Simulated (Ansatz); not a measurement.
# ZnS (F-43m) in Ansatz: notebook, part 2 of 2

Ansatz 0.2.0. The steps go on from the part before.

## (4) Born charges and dielectric tensor, LDA

The input, input.yaml:

```yaml
crystal:
  lattice:
    - [0.0, 2.702, 2.702]
    - [2.702, 0.0, 2.702]
    - [2.702, 2.702, 0.0]
  atoms:
    - { symbol: Zn, position: [0.75, 0.75, 0.75] }
    - { symbol: S, position: [0.0, 0.0, 0.0] }
hamiltonian:
  xc: lda
  pseudopotentials: { kind: paw }
kpoints:
  mp_grid: { grid: [9, 9, 9] }
scf:
  occupations: { method: fixed }
output:
  eigenvalues: true
dielectric:
  method: response
```

Potentials or basis: Ansatz PAW.

Started as:

```bash
$ ansatz run input.yaml --threads 2 --pin off --max-ram 5632MiB --backend cpu --events-out ev --progress --plain --runs-dir out
```

The log of the run:

```text
Warning: RAYON_NUM_THREADS=2 ignored (pool sized by the plan → 2); use --threads N
Engine: ansatz 0.2.0, x86_64-unknown-linux-gnu
Pseudopotentials: kind: paw
Pseudopotential: Zn, paw, valence charge 12, recommended cutoff 420 eV (normal), Zn.paw.azcp
Pseudopotential: S, paw, valence charge 6, recommended cutoff 420 eV (normal), S.paw.azcp
Functional definition: SPW92
  exchange = slater_x
  correlation = pw_c
Crystal: 2 atoms, lattice volume = 39.454 Å³
Basis set: ecut = 420 eV, 749 PW (Γ), exchange–correlation on 54×54×54 points (8 copies of the dense FFT grid, shifted against one another)
Bands: 13, of which v1, the nominal top of the filled ones, is band 9 counted from 1 (8 counted from 0)
Symmetry: 24 space group operations
k-points: 125 of 729 (irreducible under 4 space group operations, time reversal used)
Non-local potential: Zn, projectors of the file, l = 0: 2, l = 1: 2, l = 2: 3, l = 3: 1
Non-local potential: S, projectors of the file, l = 0: 2, l = 1: 2, l = 2: 2
PAW form: soft (Blöchl's): semilocal exchange-correlation on the pseudo side does not see the compensation charge
PAW frozen core: Zn, regenerated for the run's functional, and the local potential with it (the file was generated under x = pbe(κ = 0.804, μ = 0.2195149727645171), c = pbe(β = 0.06672455060314922))
PAW frozen core: S, regenerated for the run's functional, and the local potential with it (the file was generated under x = pbe(κ = 0.804, μ = 0.2195149727645171), c = pbe(β = 0.06672455060314922))
PAW one-centre angular grid: Zn, 590 points (default); XC on 64 Gauss nodes
PAW one-centre angular grid: S, 110 points (default); XC on 64 Gauss nodes
Initial density: superposition of atomic densities (neutral atoms: chi_scale 0, normalization atom), corrected by the library's trained network
Initial wavefunctions: pseudopotential atomic-orbital guess
Functional: x = slater, c = lda
SCF iter   1: F=—  HF=-4117.411369 eV  |F-HF|=—  |Δ(HF+E_count)|=         —  Δρ=7.19e-3  dr2=1.98e-2  ethr=1.77e-3  ⟨swp⟩=4.9  Hψ=8584  notcnv=0  defer=237
preconditioner: auto → none  [insulator: Δε(μ)=1.784 eV  Ē_g=12.113 eV  n_scr=14 (ndim 8)  ℏωp=25.1 eV  f_vac=0.026  ε∞_Penn≈5.3]
SCF iter   2: F=—  HF=-4117.405090 eV  |F-HF|=—  |Δ(HF+E_count)|=   6.28e-3  Δρ=2.37e-3  dr2=1.05e-3  ethr=1.10e-4  ⟨swp⟩=3.0  Hψ=3976  notcnv=0  defer=244
SCF iter   3: F=—  HF=-4117.404792 eV  |F-HF|=—  |Δ(HF+E_count)|=   2.99e-4  Δρ=1.12e-3  dr2=2.33e-4  ethr=5.86e-6  ⟨swp⟩=3.0  Hψ=3004  notcnv=0  defer=244
SCF iter   4: F=—  HF=-4117.404755 eV  |F-HF|=—  |Δ(HF+E_count)|=   3.62e-5  Δρ=3.82e-4  dr2=3.80e-5  ethr=1.29e-6  ⟨swp⟩=2.0  Hψ=2360  notcnv=0  defer=61
SCF iter   5: F=—  HF=-4117.404734 eV  |F-HF|=—  |Δ(HF+E_count)|=   2.12e-5  Δρ=3.37e-5  dr2=4.80e-7  ethr=2.11e-7  ⟨swp⟩=2.0  Hψ=2625  notcnv=0
SCF iter   6: F=—  HF=-4117.404736 eV  |F-HF|=—  |Δ(HF+E_count)|=   1.59e-6  Δρ=8.51e-6  dr2=1.42e-8  ethr=2.67e-9  ⟨swp⟩=2.2  Hψ=2748  notcnv=0
SCF iter   7: F=—  HF=-4117.404736 eV  |F-HF|=—  |Δ(HF+E_count)|=   4.88e-9  Δρ=1.50e-6  dr2=3.78e-10  ethr=7.90e-11  ⟨swp⟩=2.4  Hψ=2810  notcnv=0
SCF iter   8: F=-4117.404736 eV  HF=-4117.404736 eV  |F-HF|=9.09e-13  |Δ(HF+E_count)|=  2.36e-11  Δρ=7.77e-8  dr2=1.34e-12  ethr=1.00e-12  ⟨swp⟩=3.2  Hψ=5326  notcnv=0
SCF 1 converged in 8 iterations: F = -4117.404736 eV  dr2 = 1.34e-12
NSCF: frozen V_eff on 6 k-points
DFPT response loops at Γ: preconditioner auto → none (the input reference at scf.mixing.eps_inf says where Resta's filter doesn't serve); β = 0.50; Broyden in place of MSR1
── the response to a field inside a basis, on 10×10×10 k-points: an SCF that follows is theirs, and a resumed run solves both again ──
Bands: 10, of which v1, the nominal top of the filled ones, is band 9 counted from 1 (8 counted from 0)
k-points: 110 of 1000 (irreducible under 6 space group operations, time reversal used)
Initial density: handed on by an earlier stage of this run
Initial wavefunctions: pseudopotential atomic-orbital guess (no wavefunctions were taken with the density)
Eigensolver: Dense (110 Hₖ)
SCF iter   1: F=—  HF=-4117.404368 eV  |F-HF|=—  |Δ(HF+E_count)|=         —  Δρ=1.44e-4  dr2=1.91e-6  ethr=1.00e-1
preconditioner: auto → none  [insulator: Δε(μ)=2.101 eV  Ē_g=9.789 eV  n_scr=14 (ndim 8)  ℏωp=25.1 eV  f_vac=0.019  ε∞_Penn≈7.6]
SCF iter   2: F=—  HF=-4117.404367 eV  |F-HF|=—  |Δ(HF+E_count)|=   4.29e-7  Δρ=1.25e-4  dr2=2.46e-6  ethr=1.06e-8
SCF iter   3: F=—  HF=-4117.404368 eV  |F-HF|=—  |Δ(HF+E_count)|=   4.99e-7  Δρ=5.55e-5  dr2=8.25e-7  ethr=1.06e-8
SCF iter   4: F=-4117.404367 eV  HF=-4117.404367 eV  |F-HF|=3.89e-9  |Δ(HF+E_count)|=   6.10e-7  Δρ=5.94e-6  dr2=7.24e-9  ethr=4.58e-9
SCF 1 converged in 4 iterations: F = -4117.404367 eV  dr2 = 7.24e-9
DFPT response loops at Γ: mixed as the last ones told, above
SCF converged after 8 iterations
Free energy (F): -4117.404736 eV
Harris-Foulkes:  -4117.404736 eV  (|F-HF|=9.09e-13)
Internal energy: -4117.404736 eV  (E = F + TS)
E sigma→0 (E₀):  -4117.404736 eV
Fermi energy:    5.506475 eV
--- Per-component energies (eV) ---
  E_band       = -1.755816
  E_kinetic    = 238.576298
  E_local      = -2045.851399  (includes V_loc(G=0)·N_el)
  E_nonlocal   = 646.374075
  E_hartree    = 852.115451
  E_xc         = -231.595485
  E_vxc        = -141.053588  (∫ρ·V_xc dr)
  E_paw        = -2325.354360  (= ΣΔE_a)
  E_vpaw       = -404.031737  (= ΣTr[D̂ρ^β])
  E_aug_tail   = -0.000361  (compensation charges beyond the density's cutoff)
  E_ewald      = -1253.379294
  E_core_change = 1.710339  (= ΣΔE_core)
  E_smearing   = -0.000000  (= −TS)
  E_closure    = 0.000000  (closes the sum)
  Σ components = -4117.404736   (vs F -4117.404736, Δ=0.00e0)
--- Band table (eV; the first three rows and the last of 125) ---
  k-point 0: bands = ["-7.6205", "-0.9778", "-0.9778", "-0.9778", "-0.4951", "-0.4951", "5.5065", "5.5065", "5.5065", "7.3645", "11.7271", "11.7271", "11.7271"]
  k-point 1: bands = ["-7.5257", "-0.9775", "-0.9612", "-0.9612", "-0.4967", "-0.4967", "4.5265", "5.3856", "5.3856", "8.1076", "11.6180", "11.9341", "11.9341"]
  k-point 2: bands = ["-7.2692", "-0.9488", "-0.9223", "-0.9223", "-0.4957", "-0.4957", "2.9790", "5.1064", "5.1064", "8.7274", "11.9916", "12.2988", "12.2988"]
  k-point 124: bands = ["-6.5530", "-0.8445", "-0.8055", "-0.6162", "-0.4856", "-0.3736", "1.1812", "2.6896", "4.0594", "10.5713", "11.5228", "12.2443", "14.6689"]
--- Dielectric response (ions clamped): 3 representative field directions + reference, inside a basis on a mesh of 1000 k-points (Σ response iterations 15) ---
  ε∞ (high-frequency dielectric tensor):
        6.228495     0.000000    -0.000000
        0.000000     6.228495     0.000000
       -0.000000     0.000000     6.228495
  Born effective charges Z* (e; rows j = field, columns β = displacement):
    site 0:
         1.98626    0.00000   -0.00000
         0.00000    1.98626    0.00000
        -0.00000    0.00000    1.98626
    site 1:
        -1.98626   -0.00000    0.00000
        -0.00000   -1.98626   -0.00000
         0.00000   -0.00000   -1.98626
  Z* charge neutrality: 7.764e-5 e pre-enforcement
  solved inside a basis spanned on kpoints, on 10×10×10 k-points, its susceptibility summed on 14×14×14: ε∞ is read to err by 1.6e-2, Z* by 1.2e-2 e (field_mesh: kpoints solves on kpoints); Z* is corrected for what the basis lacks
```

It took 22 s on 2 threads of Intel Xeon at 2.70GHz, shared host; peak memory 0.54 GiB.

What came out:

```yaml
Free_energy: -4117.4047 eV
Band_gap_on_the_k_mesh: 1.86 eV, direct
Electronic_dielectric_tensor_diagonal: 6.23
Born_charges_mean_of_the_diagonal: Zn +1.99; S -1.99 e
```

Electronic dielectric tensor:
```
6.23 0.00 0.00
0.00 6.23 0.00
0.00 0.00 6.23
```

Born effective charge tensors (e):
atom 1, Zn
```
1.99 0.00 0.00
0.00 1.99 0.00
0.00 0.00 1.99
```
atom 2, S
```
-1.99  0.00  0.00
 0.00 -1.99  0.00
 0.00  0.00 -1.99
```

Caveat: odd divisions of the mesh miss points on the zone boundary, where band edges often lie, so the gap on the mesh can be too wide.

## (5) Summary

```csv
task,level,cutoff (eV),smearing,points for each segment of the path,gap on the mesh (eV)
Born charges and dielectric tensor,r2SCAN,500,fixed,-,2.66
band structure,PBEsol,420,gaussian 0.01 eV,14,1.97
Born charges and dielectric tensor,LDA,420,fixed,-,1.86
```

Alike in all rows: potentials or basis Ansatz PAW; no spin polarisation; cell as given; k mesh 9 × 9 × 9.

On the cell as given the gap runs from 1.86 eV (LDA) to 2.66 eV (r2SCAN).

Caveats: odd divisions of the mesh miss points on the zone boundary, where band edges often lie, so the gap on the mesh can be too wide (some runs).

Absolute energies hang on the potentials; compare differences alone.

## (6) Comparison with measurements

Step 2. Measured gap of ZnS: 3.85 eV (direct; 19 K; quoted in “Electronic, vibrational, and thermodynamic properties of ZnS (zincblende and rocksalt structure)”, 2009, arxiv:0911.5022). This calculation gives 2.66 eV (-1.19 eV). The value is that of r2SCAN, without temperature or zero-point motion. Measured high-frequency dielectric constant of ZnS: 5.14 (a printed reference work, monograph). This calculation gives 5.43 (+5.6 %).

Step 3. A measured gap of ZnS is 3.85 eV (direct; 19 K; quoted in “Electronic, vibrational, and thermodynamic properties of ZnS (zincblende and rocksalt structure)”, 2009, arxiv:0911.5022); the calculated 1.97 eV misses it by -1.88 eV. The value is that of PBEsol, without temperature or zero-point motion. Semilocal functionals fall short of measured gaps as a rule.

Step 4. Measured gap of ZnS: 3.85 eV (direct; 19 K; quoted in “Electronic, vibrational, and thermodynamic properties of ZnS (zincblende and rocksalt structure)”, 2009, arxiv:0911.5022). This calculation gives 1.86 eV (-1.99 eV). So large a miss can be the level of theory's own, or it may mean another phase, state or a wrong row. The value is that of LDA, without temperature or zero-point motion. Semilocal functionals fall short of measured gaps as a rule. Against the measured high-frequency dielectric constant of ZnS, 5.14 (a printed reference work, monograph), the calculated 6.23 is off by +21.2 %.
